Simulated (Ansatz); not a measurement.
**CoSi: the order of phases at one pressure**

Aim: bring CoSi in several structures (rocksalt, CsCl, WC, NiAs, zincblende) to one pressure and rank them by enthalpy. The pressure is set by scaling the first phase. The runs shown use LAPW. Companion runs by PAW are cited.

Program: Ansatz 0.2.0. Level of theory: DFT, PBE, all-electron LAPW, scalar-relativistic. These are calculated values, not measurements.

## 1. The structure to begin with

The structure is cubic, space group Fm-3m (No. 225). The conventional cell has a = 4.663 Å, b = 4.663 Å, c = 4.663 Å, α = 90.00°, β = 90.00°, γ = 90.00°. Co (site symmetry m-3m) is surrounded by 6 Si at 2.33 Å. Si (site symmetry m-3m) is surrounded by 6 Co at 2.33 Å.

As a file:

```
Co Si
1.0
     0.00000    2.33132    2.33132
     2.33132    0.00000    2.33132
     2.33132    2.33132    0.00000
Co Si
1 1
Direct
  0.00000 0.00000 0.00000
  0.50000 0.50000 0.50000
```

Atoms are numbered in the order of the input: Co1, Si2.

## 2. Rocksalt relaxed under pressure, LAPW

File input.yaml:

```yaml
crystal:
  lattice:
    - [0.0, 2.3313245302, 2.3313245302]
    - [2.3313245302, 0.0, 2.3313245302]
    - [2.3313245302, 2.3313245302, 0.0]
  atoms:
    - { symbol: Co, position: [0.0, 0.0, 0.0] }
    - { symbol: Si, position: [0.5, 0.5, 0.5] }
kpoints:
  mp_grid: { grid: [14, 14, 14] }
scf:
  occupations: { method: fermi_dirac, width: 0.05 }
hamiltonian:
  xc: pbe
  pseudopotentials: { kind: all_electron, lapw: { basis_error: 0.0005 } }
output:
  forces: true
  stress: true
  eigenvalues: true
relax:
  f_tol: 0.005
  max_steps: 12
  cell: { p_target: -0.00054, stress_tol: 0.03 }
```

Run with:

```
$ ansatz run input.yaml --threads 1 --pin off --max-ram 3584MiB --backend cpu --events-out ev --progress --plain --runs-dir out
```

What it wrote, shortened:

```text
[...]
LAPW: plane waves up to 9.528 Å⁻¹, error target 5.0e-4 eV per atom; small_component_spin mean_spin; Si in spheres of 1.039 Å, 12 of its electrons in bands, Dirac shells []; Co in spheres of 1.223 Å, 17 of its electrons in bands, Dirac shells []
[...]
Pseudopotentials: kind: all_electron
Pseudopotential: Co, LAPW, valence charge 17, Koelling and Harmon's equation, gaussian nucleus
Pseudopotential: Si, LAPW, valence charge 12, Koelling and Harmon's equation, gaussian nucleus
Functional definition: PBE
[...]
Crystal: 2 atoms, lattice volume = 25.342 Å³
Basis set: ecut = 345.87422582433334 eV, 339 PW (Γ), exchange–correlation at level 2
Bands: 19, of which v1, the nominal top of the filled ones, is band 15 counted from 1 (14 counted from 0)
Symmetry: 48 space group operations
Space group: Fm-3m (ITA 225), of the structure as read, at distance tolerance 2.9e-5 Å
k-points: 104 of 2744
[...]
SCF iter   1: F=—  HF=-45810.311897 eV  |F-HF|=—  |Δ(HF+E_count)|=         —  Δρ=6.55e-2  dr2=1.50e0  ethr=5.17e-3  ⟨swp⟩=2.0  Hψ=13057  notcnv=0
[...]
the basis was enlarged: its passes take 247.4 KiB over the memory plan, 1 of 1 planned eigensolver slots
[...]
relax step   1: F+E_penalty+E_count = -45809.64789041 eV  Δ(F+E_penalty+E_count) = +0.000e0 eV  max|allowed force component| = 4.142e-30 eV/Å  Δτ_max = 0.0000 Å  P = +0.023 GPa  Ω = 25.342 Å³  (9 SCF iters, accepted)
[...]
relax step   2: F+E_penalty+E_count = -45809.64789043 eV  Δ(F+E_penalty+E_count) = -2.470e-8 eV  max|allowed force component| = 4.470e-30 eV/Å  Δτ_max = 0.0000 Å  P = +0.023 GPa  Ω = 25.342 Å³  stress off target by 2.38e-2 GPa  SCF on the basis re-selected at this cell (its energy is not [...]
SCF converged after 3 iterations
Free energy (F): -45809.647890 eV
[...]
E sigma→0 (E₀):  -45809.641914 eV
Entropy (-TS):   -0.011953 eV (-5.976 meV/atom)
Fermi energy:    14.870928 eV
[...]
--- Forces (eV/Å), atoms counted from 1 ---
  atom   1  Co    -0.00000000     0.00000000    -0.00000000
  atom   2  Si     0.00000000    -0.00000000    -0.00000000
[...]
--- Stress (GPa, compression-positive) ---
        0.023265       0.000000       0.000000
        0.000000       0.023265      -0.000000
        0.000000      -0.000000       0.023265
  P = ⅓ Tr σ = 0.0233 GPa (0.233 kbar)
--- Band table (eV; the first three rows and the last of 104) ---
  k-point 0: bands = ["-119.3443", "-79.6956", "-75.3872", "-75.3872", "-75.3872", "-43.0225", "-43.0225", "-43.0225", "2.6877", "12.9733", "12.9733", "12.9733", "13.0649", "13.0649", "19.2478", "19.2478", "19.2478", "25.6067", "25.6067"]
[...]
--- Relaxed structure (1 steps of the walk, 1 accepted, 1 SCFs on fresh bases) ---
  F+E_penalty+E_count = -45809.64789043 eV   max|allowed force component| = 4.470e-30 eV/Å   (the final SCF, on the basis selected at the relaxed cell)
  cell:  # Å, volume = 25.3418 Å³
    - [0.0, 2.3313245302, 2.3313245302]
    - [2.3313245302, 0.0, 2.3313245302]
    - [2.3313245302, 2.3313245302, 0.0]
  atoms:
    - { symbol: Co, position: [0.0, 0.0, 0.0] }
    - { symbol: Si, position: [0.49999999999999994, 0.49999999999999994, 0.49999999999999994] }
```

It took 31 s on 1 thread of Arm Neoverse V1, shared host; peak memory 0.46 GiB.

Step by step:

| step | energy from step 1 (eV/cell) | largest force component (eV/Å) | pressure (GPa) | volume (Å³) |
| --- | --- | --- | --- | --- |
| 1 | 0.0000 | 0.0000 | 0.02 | 25.34 |
| 2 | 0.0000 | 0.0000 | 0.02 | 25.34 |

Step 1 is the start. Step 2 repeats the geometry before on a plane-wave basis chosen anew for that cell, so the energy can jump there without any move; the table keeps such jumps.

| input's cell | before | after | change |
| --- | --- | --- | --- |
| a (Å) | 3.297 | 3.297 | +0.0 % |
| b (Å) | 3.297 | 3.297 | +0.0 % |
| c (Å) | 3.297 | 3.297 | +0.0 % |
| volume (Å³/atom) | 12.67 | 12.67 | +0.0 % |

In short: pressure 0.02 GPa; no gap.

## 3. CsCl relaxed under pressure, LAPW

input.yaml: that of step 2 with these lines changed.

```diff
@@ -2,5 +2,5 @@
   lattice:
-    - [0.0, 2.3313245302, 2.3313245302]
-    - [2.3313245302, 0.0, 2.3313245302]
-    - [2.3313245302, 2.3313245302, 0.0]
+    - [2.7799185627, 0.0, 0.0]
+    - [0.0, 2.7799185627, 0.0]
+    - [0.0, 0.0, 2.7799185627]
   atoms:
```

Run with:

```
$ ansatz run input.yaml --threads 1 --pin off --max-ram 3584MiB --backend cpu --events-out ev --progress --plain --runs-dir out
```

What it wrote, shortened:

```text
[...]
LAPW: plane waves up to 9.154 Å⁻¹, error target 5.0e-4 eV per atom; small_component_spin mean_spin; Si in spheres of 1.070 Å, 12 of its electrons in bands, Dirac shells []; Co in spheres of 1.266 Å, 17 of its electrons in bands, Dirac shells []
[...]
[... 4 set-up lines as earlier in the session ...]
[...]
Crystal: 2 atoms, lattice volume = 21.483 Å³
Basis set: ecut = 319.27606447788526 eV, 257 PW (Γ), exchange–correlation at level 2
Bands: 19, of which v1, the nominal top of the filled ones, is band 15 counted from 1 (14 counted from 0)
[... 1 set-up line as earlier in the session ...]
Space group: Pm-3m (ITA 221), of the structure as read, at distance tolerance 2.8e-5 Å
k-points: 120 of 2744
[...]
--- Stress (GPa, compression-positive) ---
        0.015084       0.000000       0.000000
        0.000000       0.015084       0.000000
        0.000000       0.000000       0.015084
  P = ⅓ Tr σ = 0.0151 GPa (0.151 kbar)
--- Band table (eV; the first three rows and the last of 120) ---
  k-point 0: bands = ["-116.3285", "-76.2940", "-72.3759", "-72.3759", "-72.3759", "-39.5955", "-39.5955", "-39.5955", "4.5512", "15.0355", "15.0355", "17.5322", "17.5322", "17.5322", "21.8075", "21.8075", "21.8075", "26.4093", "26.4093"]
[...]
--- Relaxed structure (1 steps of the walk, 1 accepted, 1 SCFs on fresh bases) ---
  F+E_penalty+E_count = -45810.63371678 eV   max|allowed force component| = 4.306e-30 eV/Å   (the final SCF, on the basis selected at the relaxed cell)
  cell:  # Å, volume = 21.4831 Å³
    - [2.7799185627, 0.0, 0.0]
    - [0.0, 2.7799185627, 0.0]
    - [0.0, 0.0, 2.7799185627]
  atoms:
    - { symbol: Co, position: [0.0, 0.0, 0.0] }
    - { symbol: Si, position: [0.49999999999999994, 0.49999999999999994, 0.49999999999999994] }
```

Wall time 32 s (1 thread of Arm Neoverse V1, shared host); peak memory 0.46 GiB.

The steps of the relaxation:

```
step  energy from step 1 (eV/cell)  largest force component (eV/Å)  pressure (GPa)  volume (Å³)
   1                        0.0000                          0.0000            0.02        21.48
   2                        0.0000                          0.0000            0.02        21.48
```

Step 1 is the start. Step 2 repeats the geometry before on a plane-wave basis chosen anew for that cell, so the energy can jump there without any move; the table keeps such jumps.

| input's cell | before | after | change |
| --- | --- | --- | --- |
| a (Å) | 2.780 | 2.780 | +0.0 % |
| b (Å) | 2.780 | 2.780 | +0.0 % |
| c (Å) | 2.780 | 2.780 | +0.0 % |
| volume (Å³/atom) | 10.74 | 10.74 | +0.0 % |

Read from it: pressure 0.02 GPa; no gap.

## 4. WC relaxed under pressure, LAPW

File input.yaml:

```yaml
crystal:
  lattice:
    - [2.7360355789, 0.0, 0.0]
    - [-1.3680177895, 2.369476317, 0.0]
    - [0.0, 0.0, 3.4890271678]
  atoms:
    - { symbol: Co, position: [0.0, 0.0, 0.0] }
    - { symbol: Si, position: [0.3333333333, 0.6666666667, 0.5] }
kpoints:
  mp_grid: { grid: [15, 15, 13] }
scf:
  occupations: { method: fermi_dirac, width: 0.05 }
hamiltonian:
  xc: pbe
  pseudopotentials: { kind: all_electron, lapw: { basis_error: 0.0005 } }
output:
  forces: true
  stress: true
  eigenvalues: true
relax:
  f_tol: 0.005
  max_steps: 12
  cell: { p_target: -0.00054, stress_tol: 0.03 }
```

Run with:

```
$ ansatz run input.yaml --threads 1 --pin off --max-ram 3584MiB --backend cpu --events-out ev --progress --plain --runs-dir out
```

What it wrote, shortened:

```text
[...]
LAPW: plane waves up to 9.417 Å⁻¹, error target 5.0e-4 eV per atom; small_component_spin mean_spin; Si in spheres of 1.048 Å, 12 of its electrons in bands, Dirac shells []; Co in spheres of 1.235 Å, 17 of its electrons in bands, Dirac shells []
[...]
[... 4 set-up lines as earlier in the session ...]
[...]
Crystal: 2 atoms, lattice volume = 22.619 Å³
Basis set: ecut = 337.8841030955914 eV, 317 PW (Γ), exchange–correlation at level 2
Bands: 19, of which v1, the nominal top of the filled ones, is band 15 counted from 1 (14 counted from 0)
Symmetry: 12 space group operations
Space group: P-6m2 (ITA 187), of the structure as read, at distance tolerance 2.8e-5 Å
[...]
       -0.002595      -0.000000       0.000000
       -0.000000      -0.002595       0.000000
        0.000000       0.000000       0.005470
  P = ⅓ Tr σ = 0.0001 GPa (0.001 kbar)
--- Band table (eV; the first three rows and the last of 189) ---
  k-point 0: bands = ["-117.2393", "-77.5141", "-73.3106", "-73.3106", "-73.2257", "-41.0649", "-40.6692", "-40.6692", "3.6848", "13.3901", "14.9998", "15.6120", "15.6120", "16.2164", "16.2164", "21.5444", "26.8127", "26.8127", "28.7491"]
[...]
--- Relaxed structure (1 steps of the walk, 1 accepted, 1 SCFs on fresh bases) ---
  F+E_penalty+E_count = -45810.59654983 eV   max|allowed force component| = 1.156e-17 eV/Å   (the final SCF, on the basis selected at the relaxed cell)
  cell:  # Å, volume = 22.6193 Å³
    - [2.736035578908393, 2.8867492811313685e-11, 0.0]
    - [-1.3680177894791965, 2.369476316978298, 0.0]
    - [0.0, 0.0, 3.4890271678]
  atoms:
    - { symbol: Co, position: [-3.0814879110195774e-33, -3.700743415524894e-17, 0.0] }
    - { symbol: Si, position: [0.33333333333333337, 0.6666666666666666, 0.5] }
```

Run time: 81 s. Hardware: 1 thread of Arm Neoverse V1, shared host; peak memory 0.51 GiB.

Step by step:

| step | energy from step 1 (eV/cell) | largest force component (eV/Å) | pressure (GPa) | volume (Å³) |
| --- | --- | --- | --- | --- |
| 1 | 0.0000 | 0.0000 | 0.00 | 22.62 |
| 2 | 0.0000 | 0.0000 | 0.00 | 22.62 |

Step 1 is the start. Step 2 repeats the geometry before on a plane-wave basis chosen anew for that cell, so the energy can jump there without any move; the table keeps such jumps.

| input's cell | before | after | change |
| --- | --- | --- | --- |
| a (Å) | 2.736 | 2.736 | +0.0 % |
| b (Å) | 2.736 | 2.736 | +0.0 % |
| c (Å) | 3.489 | 3.489 | +0.0 % |
| volume (Å³/atom) | 11.31 | 11.31 | +0.0 % |

In short: pressure 0.00 GPa; no gap.

## 5. NiAs at the cell that PAW relaxed, LAPW

File input.yaml:

```yaml
crystal:
  lattice:
    - [3.379902557, 0.0, 0.0]
    - [-1.6899512785, 2.9270814767, 0.0]
    - [0.0, 0.0, 5.0236242146]
  atoms:
    - { symbol: Co, position: [0.0, 0.0, 0.0] }
    - { symbol: Co, position: [0.0, 0.0, 0.5] }
    - { symbol: Si, position: [0.3333333333, 0.6666666667, 0.25] }
    - { symbol: Si, position: [0.6666666667, 0.3333333333, 0.75] }
kpoints:
  mp_grid: { grid: [11, 11, 6] }
scf:
  occupations: { method: fermi_dirac, width: 0.05 }
hamiltonian:
  xc: pbe
  pseudopotentials: { kind: all_electron, lapw: { basis_error: 0.0005 } }
output:
  forces: true
  stress: true
  eigenvalues: true
  populations: true
```

Run with:

```
$ ansatz run input.yaml --threads 1 --pin off --max-ram 3584MiB --backend cpu --events-out ev --progress --plain --runs-dir out
```

What it wrote, shortened:

```text
Co: projections on atomic orbitals take those of the free atom 1s2 2s2 2p6 3s2 3p6 3d7 4s2, of charge +0.00 (hamiltonian.pseudopotentials.projection_atoms)
Si: projections on atomic orbitals take those of the free atom 1s2 2s2 2p6 3s2 3p2, of charge +0.00 (hamiltonian.pseudopotentials.projection_atoms)
LAPW: plane waves up to 9.237 Å⁻¹, error target 5.0e-4 eV per atom; small_component_spin mean_spin; Si in spheres of 1.065 Å, 12 of its electrons in bands, Dirac shells []; Co in spheres of 1.256 Å, 17 of its electrons in bands, Dirac shells []
[...]
[... 4 set-up lines as earlier in the session ...]
[...]
Crystal: 4 atoms, lattice volume = 49.700 Å³
[...]
SCF converged after 10 iterations
Free energy (F): -91621.154255 eV
[...]
E sigma→0 (E₀):  -91621.144371 eV
Entropy (-TS):   -0.019767 eV (-4.942 meV/atom)
Fermi energy:    14.907603 eV
[...]
--- Forces (eV/Å), atoms counted from 1 ---
  atom   1  Co    -0.00000000    -0.00000000     0.00000000
  atom   2  Co    -0.00000000    -0.00000000     0.00000000
  atom   3  Si    -0.00000000    -0.00000000     0.00000000
  atom   4  Si     0.00000000     0.00000000    -0.00000000
[...]
--- Stress (GPa, compression-positive) ---
        0.035532       0.000000       0.000000
        0.000000       0.035532      -0.000000
        0.000000      -0.000000       0.001547
  P = ⅓ Tr σ = 0.0242 GPa (0.242 kbar)
--- Band table (eV; the first three rows and the last of 64) ---
[...]
--- Löwdin populations: 4 sites ---
  site symbol       q [e]
     0     Co     26.6021
     1     Co     26.6021
     2     Si     14.1915
     3     Si     14.1915
  spilling = 0.005035 (of n_electrons = 82.000000)
```

It took 47 s on 1 thread of Arm Neoverse V1, shared host; peak memory 0.59 GiB.

Read from it: pressure 0.02 GPa; no gap.

## 6. Zincblende relaxed under pressure, LAPW

File input.yaml:

```yaml
crystal:
  lattice:
    - [0.0, 2.5436195725, 2.5436195725]
    - [2.5436195725, 0.0, 2.5436195725]
    - [2.5436195725, 2.5436195725, 0.0]
  atoms:
    - { symbol: Co, position: [0.0, 0.0, 0.0] }
    - { symbol: Si, position: [0.25, 0.25, 0.25] }
kpoints:
  mp_grid: { grid: [13, 13, 13] }
scf:
  occupations: { method: fermi_dirac, width: 0.05 }
hamiltonian:
  xc: pbe
  pseudopotentials: { kind: all_electron, lapw: { basis_error: 0.0005 } }
output:
  forces: true
  stress: true
  eigenvalues: true
relax:
  f_tol: 0.005
  max_steps: 12
  cell: { p_target: -0.00054, stress_tol: 0.03 }
```

Run with:

```
$ ansatz run input.yaml --threads 1 --pin off --max-ram 3584MiB --backend cpu --events-out ev --progress --plain --runs-dir out
```

What it wrote, shortened:

```text
[...]
LAPW: plane waves up to 10.212 Å⁻¹, error target 5.0e-4 eV per atom; small_component_spin mean_spin; Si in spheres of 0.986 Å, 12 of its electrons in bands, Dirac shells []; Co in spheres of 1.151 Å, 17 of its electrons in bands, Dirac shells []
[...]
[... 4 set-up lines as earlier in the session ...]
[...]
Crystal: 2 atoms, lattice volume = 32.914 Å³
Basis set: ecut = 397.3057948797571 eV, 609 PW (Γ), exchange–correlation at level 2
Bands: 19, of which v1, the nominal top of the filled ones, is band 15 counted from 1 (14 counted from 0)
Symmetry: 24 space group operations
Space group: F-43m (ITA 216), of the structure as read, at distance tolerance 3.2e-5 Å
[...]
  atom   2  Si    -0.00000000     0.00000000     0.00000000
[...]
--- Stress (GPa, compression-positive) ---
        0.024798      -0.000000       0.000000
       -0.000000       0.024798      -0.000000
        0.000000      -0.000000       0.024798
  P = ⅓ Tr σ = 0.0248 GPa (0.248 kbar)
--- Band table (eV; the first three rows and the last of 84) ---
  k-point 0: bands = ["-123.3796", "-84.3386", "-79.4199", "-79.4199", "-79.4199", "-47.6639", "-47.6639", "-47.6639", "0.0288", "7.6341", "7.6341", "7.6341", "8.9283", "8.9283", "16.3809", "16.3809", "16.3809", "17.6600", "17.6600"]
[...]
--- Relaxed structure (1 steps of the walk, 1 accepted, 1 SCFs on fresh bases) ---
  F+E_penalty+E_count = -45809.10071670 eV   max|allowed force component| = 4.742e-17 eV/Å   (the final SCF, on the basis selected at the relaxed cell)
  cell:  # Å, volume = 32.9144 Å³
    - [0.0, 2.5436195725, 2.5436195725]
    - [2.5436195725, 0.0, 2.5436195725]
    - [2.5436195725, 2.5436195725, 0.0]
  atoms:
    - { symbol: Co, position: [0.0, 0.0, 0.0] }
    - { symbol: Si, position: [0.25, 0.25, 0.25] }
```

It took 53 s on 1 thread of Arm Neoverse V1, shared host; peak memory 0.42 GiB.

Step by step:

```csv
step,energy from step 1 (eV/cell),largest force component (eV/Å),pressure (GPa),volume (Å³)
1,0.0000,0.0000,0.02,32.91
2,0.0000,0.0000,0.02,32.91
```

Step 1 is the start. Step 2 repeats the geometry before on a plane-wave basis chosen anew for that cell, so the energy can jump there without any move; the table keeps such jumps.

| input's cell | before | after | change |
| --- | --- | --- | --- |
| a (Å) | 3.597 | 3.597 | -0.0 % |
| b (Å) | 3.597 | 3.597 | -0.0 % |
| c (Å) | 3.597 | 3.597 | -0.0 % |
| volume (Å³/atom) | 16.46 | 16.46 | -0.0 % |

Result: pressure 0.02 GPa; no gap.

## 7. Side by side

Rows by PAW come from runs of the same series that aren't printed here.

Enthalpy per atom, H = F + pV at p = -0.00054 GPa, from each method's lowest phase:

| method | start | space group, start → end | volume (Å³/atom) | pressure (GPa) | enthalpy (meV/atom) |
| --- | --- | --- | --- | --- | --- |
| LAPW | rocksalt | Fm-3m → Fm-3m | 12.671 | 0.0 | 492.9 |
| LAPW | CsCl | Pm-3m → Pm-3m | 10.742 | 0.0 | 0.0 |
| LAPW | WC | P-6m2 → P-6m2 | 11.310 | 0.0 | 18.6 |
| LAPW, at PAW's cell | NiAs | P6_3/mmc | 12.425 | 0.0 | 28.3 |
| LAPW | zincblende | F-43m → F-43m | 16.457 | 0.0 | 766.5 |
| PAW | rocksalt | Fm-3m → Fm-3m | 12.671 | 0.0 | 492.4 |
| PAW | CsCl | Pm-3m → Pm-3m | 10.742 | 0.0 | 0.0 |
| PAW | WC | P-6m2 → P-6m2 | 11.310 | 0.0 | 18.9 |
| PAW | NiAs | P6_3/mmc → P6_3/mmc | 12.425 | 0.0 | 27.3 |
| PAW | zincblende | F-43m → F-43m | 16.457 | 0.0 | 764.2 |

## 8. Results

```
     quantity                         value
     pressure                  -0.00054 GPa
lowest (LAPW)  CsCl, 18.6 meV/atom under WC
 lowest (PAW)  CsCl, 18.9 meV/atom under WC
```

**Reading.** By LAPW the order is CsCl < WC < NiAs < rocksalt < zincblende. By PAW the order is CsCl < WC < NiAs < rocksalt < zincblende. The methods agree on the lowest phase. Only these structures were tried, with electrons smeared by 0.05 eV and without vibrations, so the true ground state may be another. The k meshes differ between phases and weren't tested, which can move differences by some meV. Spin polarisation is left out here, though a magnetic state may lie well lower.
